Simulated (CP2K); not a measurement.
Runs of CP2K 2026.2 on Ti. The structure is cubic, space group Fm-3m (No. 225). The conventional cell has a = 4.060 Å, b = 4.060 Å, c = 4.060 Å, α = 90.00°, β = 90.00°, γ = 90.00°. Ti (site symmetry m-3m) has 12 Ti at 2.87 Å as nearest neighbours. This isn't the form of Ti at room conditions, which is hcp.

```csv
level,potentials or basis,smearing,EPS_DEFAULT,NGRIDS,basis sets,potentials,points a segment of the path (NPOINTS),gap on the mesh (eV),pressure (GPa)
PBEsol,POTENTIAL_UZH Ti GTH-PBE-q12; TZVP-MOLOPT-PBE-GTH basis,fermi-dirac 0.05 eV,1.0E-10,4,Ti TZVP-MOLOPT-PBE-GTH-q12,Ti GTH-PBE-q12 of POTENTIAL_UZH,8,none,-0.3
LDA,GTH_POTENTIALS Ti GTH-PADE-q12; TZVP-MOLOPT-PBE-GTH basis,fermi-dirac 0.01 eV,1.0E-9,5,Ti TZVP-MOLOPT-PBE-GTH-q12,Ti GTH-PADE-q12 of GTH_POTENTIALS,10,none,-4.9
r2SCAN,POTENTIAL_UZH Ti GTH-SCAN-q12; TZVP-MOLOPT-SCAN-GTH basis,fermi-dirac 0.01 eV,1.0E-9,5,Ti TZVP-MOLOPT-SCAN-GTH-q12,Ti GTH-SCAN-q12 of POTENTIAL_UZH,8,none,4.0
PBE,POTENTIAL_UZH Ti GTH-PBE-q12; TZVP-MOLOPT-PBE-GTH basis,fermi-dirac 0.05 eV,1.0E-10,4,Ti TZVP-MOLOPT-PBE-GTH-q12,Ti GTH-PBE-q12 of POTENTIAL_UZH,10,none,(a)
```

Alike in all rows: task band structure; no spin polarisation; cell as given; k mesh 11 × 11 × 11.

Q: Fill in the values left out.

A: (a) 4.2.

Caveats: the basis of atomic orbitals isn't converged, which shifts pressures, moduli and gaps; the potentials were made for another functional, which shifts forces and pressure (some runs).

A gap of «none» marks a metal or a gap under the smearing width.
